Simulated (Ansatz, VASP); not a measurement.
# Cross-check of GaAs (GaAs(110)) between VASP and Ansatz, part 3 of 3

Wanted: the spread between two codes on one cell, functional and k mesh. Of the first pair: The structure shown is the end of the VASP relaxation below. Valence electrons are named where the data sets of a main pair hold unlike numbers.

VASP 6.6.1 and Ansatz 0.2.0.

So far: Set-up; VASP: relaxation, PBE; Ansatz: single point, PBE; Side by side; What the set-up changes; VASP: band structure, PBE.

### 7. Ansatz: band structure, PBE

Level of this step: Ansatz beside VASP: Kohn-Sham DFT, plane waves, PBE (Ansatz).

The same cell, functional, mesh and smearing now go to Ansatz, which takes its cutoff from its data sets.

Contents of input.yaml:

```yaml
crystal:
  lattice:
    - [3.9105150539, 0.0, 0.0]
    - [0.0, 5.530303425, 0.0]
    - [0.0, 0.0, 32.717081832]
  atoms:
    - { symbol: Ga, position: [0.0, 0.0569659719, 0.2577952731] }
    - { symbol: Ga, position: [0.5, 0.4754069305, 0.3041012774] }
    - { symbol: Ga, position: [0.0, 0.9841086481, 0.3733753295] }
    - { symbol: Ga, position: [0.5, 0.4829120903, 0.4353087815] }
    - { symbol: Ga, position: [0.0, 0.9865878115, 0.5] }
    - { symbol: Ga, position: [0.5, 0.4829120903, 0.5646912185] }
    - { symbol: Ga, position: [0.0, 0.9841086481, 0.6266246705] }
    - { symbol: Ga, position: [0.5, 0.4754069305, 0.6958987226] }
    - { symbol: Ga, position: [0.0, 0.0569659719, 0.7422047269] }
    - { symbol: As, position: [0.0, 0.7396234293, 0.3096775146] }
    - { symbol: As, position: [0.5, 0.2783799919, 0.2349078439] }
    - { symbol: As, position: [0.0, 0.7440098999, 0.4366883974] }
    - { symbol: As, position: [0.5, 0.2467936599, 0.3706235529] }
    - { symbol: As, position: [0.0, 0.7440098999, 0.5633116026] }
    - { symbol: As, position: [0.5, 0.2470109451, 0.5] }
    - { symbol: As, position: [0.0, 0.7396234293, 0.6903224854] }
    - { symbol: As, position: [0.5, 0.2467936599, 0.6293764471] }
    - { symbol: As, position: [0.5, 0.2783799919, 0.7650921561] }
hamiltonian:
  xc: pbe
  pseudopotentials: { kind: paw }
kpoints:
  mp_grid: { grid: [6, 5, 1] }
  band_path:
    path:
      - [0.0, 0.0, 0.0]
      - [0.07692, 0.0, 0.0]
      - [0.15385, 0.0, 0.0]
      - [0.26923, 0.0, 0.0]
      - [0.34615, 0.0, 0.0]
      - [0.42308, 0.0, 0.0]
      - [0.5, 0.0, 0.0]
      - [0.5, 0.07692, 0.0]
      - [0.5, 0.19231, 0.0]
      - [0.5, 0.26923, 0.0]
      - [0.5, 0.34615, 0.0]
      - [0.5, 0.46154, 0.0]
      - [0.5, 0.5, 0.0]
      - [0.42308, 0.5, 0.0]
      - [0.30769, 0.5, 0.0]
      - [0.23077, 0.5, 0.0]
      - [0.11538, 0.5, 0.0]
      - [0.03846, 0.5, 0.0]
      - [0.0, 0.5, 0.0]
      - [0.0, 0.38462, 0.0]
      - [0.0, 0.30769, 0.0]
      - [0.0, 0.23077, 0.0]
      - [0.0, 0.11538, 0.0]
      - [0.0, 0.03846, 0.0]
      - [0.03846, 0.03846, 0.0]
      - [0.11538, 0.11538, 0.0]
      - [0.19231, 0.19231, 0.0]
      - [0.30769, 0.30769, 0.0]
      - [0.38462, 0.38462, 0.0]
      - [0.5, 0.5, 0.0]
    npoints: 1
scf:
  occupations: { method: gaussian, width: 0.03 }
  n_extra_bands: 15
efield:
  axis: 3
  dipole_correction: true
  ramp_width: 0.04
output:
  forces: true
  eigenvalues: true
```

The run is started by

```sh
$ ansatz run input.yaml --threads 8 --pin off --max-ram 18432MiB --backend cpu --events-out ev --progress --plain --runs-dir out
```

Numbers of over 12 decimals in the logs are rounded to 6 here.

What it wrote:

```text
[...]
Crystal: 18 atoms, lattice volume = 707.551 Å³
Basis set: ecut = 420 eV, 13899 PW (Γ), exchange–correlation on 54×80×450 points (8 copies of the dense FFT grid, shifted against one another)
Bands: 141, of which v1, the nominal top of the filled ones, is band 126 counted from 1 (125 counted from 0)
Symmetry: 2 space group operations
[...]
k-point 0: bands = [... 122 lower, 2.4308, 2.5271, 2.7857, 2.9136, 3.5520, 3.8268, 4.2593, 4.5936, ... 11 higher]
  k-point 1: bands = [... 122 lower, 2.1960, 2.3429, 2.4858, 2.5254, 3.8716, 4.2697, 4.4861, 4.4899, ... 11 higher]
  k-point 2: bands = [... 122 lower, 1.8229, 1.8908, 1.9295, 1.9369, 3.9176, 4.1096, 4.3259, 4.4757, ... 11 higher]
  k-point 11: bands = [... 122 lower, 1.1860, 1.2718, 1.6367, 1.6807, 3.5105, 3.9517, 4.0140, 4.9565, ... 11 higher]
[key lines of the parts left out:]
SCF converged after 10 iterations
Free energy (F): -77756.688607 eV
Fermi energy:    3.211545 eV
Dipole field:    D = 0.000079 V/Å  (p = 0.000307 e·Å, saw-weighted, corrected)
Work function:   Φ+ = 4.2039 eV   Φ− = 4.2065 eV
```

Elapsed: 1.9 min, on 8 threads of Arm Neoverse N1, shared host; peak memory 5.1 GiB.

### 8. Differences

What differs besides the data sets and the points named for the pairs above, as far as they apply: the data sets hold 252 valence electrons in Ansatz (on its default PAW (the set named soft_2) files) and 72 in VASP. Total energies have different zeros and are not compared.

Both answers:

```tsv
quantity	Ansatz	VASP	difference
gap over the path points (eV)	0.438	0.463	-0.025
```

Levels at points of the path, from each program's valence-band top (eV; 4 filled, then empty):

```tsv
k (reciprocal lattice)	Ansatz	VASP
0.000 0.000 0.000	-0.48 -0.39 -0.13 0.00 0.64 0.91 1.35	-0.48 -0.39 -0.13 0.00 0.67 0.92 1.36
0.077 0.000 0.000	-0.76 -0.66 -0.50 -0.43 0.95 1.05 1.51	-0.76 -0.66 -0.50 -0.43 0.95 1.08 1.53
0.154 0.000 0.000	-1.17 -1.07 -0.80 -0.73 1.07 1.39 1.62	-1.18 -1.07 -0.80 -0.74 1.07 1.42 1.63
0.269 0.000 0.000	-1.54 -1.48 -1.32 -1.01 1.17 1.39 1.64	-1.54 -1.47 -1.31 -1.01 1.18 1.40 1.66
0.346 0.000 0.000	-1.87 -1.71 -1.49 -1.21 0.95 1.07 1.66	-1.87 -1.70 -1.48 -1.21 0.95 1.08 1.67
0.423 0.000 0.000	-1.99 -1.84 -1.61 -1.43 0.72 0.74 1.57	-1.99 -1.83 -1.60 -1.43 0.73 0.74 1.58
0.500 0.000 0.000	-1.98 -1.93 -1.66 -1.56 0.60 0.65 1.48	-1.97 -1.93 -1.64 -1.54 0.60 0.65 1.50
0.500 0.077 0.000	-1.94 -1.93 -1.64 -1.55 0.68 0.68 1.56	-1.93 -1.93 -1.62 -1.53 0.68 0.68 1.58
0.500 0.192 0.000	-1.92 -1.80 -1.53 -1.48 0.86 0.94 1.69	-1.91 -1.80 -1.51 -1.47 0.86 0.95 1.70
0.500 0.269 0.000	-1.85 -1.71 -1.43 -1.40 0.92 1.05 1.53	-1.84 -1.71 -1.42 -1.39 0.94 1.06 1.56
```

At this near-relaxed geometry the largest component of a force difference is 86 meV/Å. Among the levels compared at these points, filled levels agree within 21 meV and empty ones within 32 meV. With vacuum in the cell, a pressure given here is an average over mostly empty space and none of the material.

### 9. Other set-ups

Further runs change the set-up of one program: Ansatz's method, potentials or start, or VASP's data sets, cutoff or form of LDA. The table gives Ansatz less VASP for each quantity, since a change that brings one quantity closer may part another.

```tsv
run	r.m.s. force difference (meV/Å)	gap over the path points (eV)
as above	24	-0.025
norm-conserving potentials (cutoff 1143 eV)	21	-0.019
```

### 10. What came out

| Quantity | Value |
| --- | --- |
| r.m.s. force difference (single point, PBE) | 24 meV/Å |
| r.m.s. force difference (band structure, PBE) | 24 meV/Å |

The r.m.s. force difference is 24 meV/Å (single point, PBE), beyond the 12 meV/Å picked in this series as the mark of a large difference. The data sets hold unlike numbers of valence electrons (252 in Ansatz and 72 in VASP), so part of the differences comes from the potentials. Single point, PBE, norm-conserving potentials (cutoff 1143 eV): the difference in gap on the k mesh goes from -0.0076 to -0.0015 eV. For band structure, PBE, no further run moves any of the tabulated differences by more than a quarter of its size. 2 further runs of this series are not shown here. How closely two codes agree says nothing of how well the functional describes the real material.

[Lines on the potential files, build, host, timing and source positions are cut from VASP's logs without a mark.]

[Logs are printed without paths, hosts, clocks, repeated set-up lines and the standing remarks that a program may print on its own settings, such as how far it seeks lower states.]

[Hosts, paths, dates, database ids (printed as entryN), source tags and the programs' standing remarks are cut or masked in the printed files.]
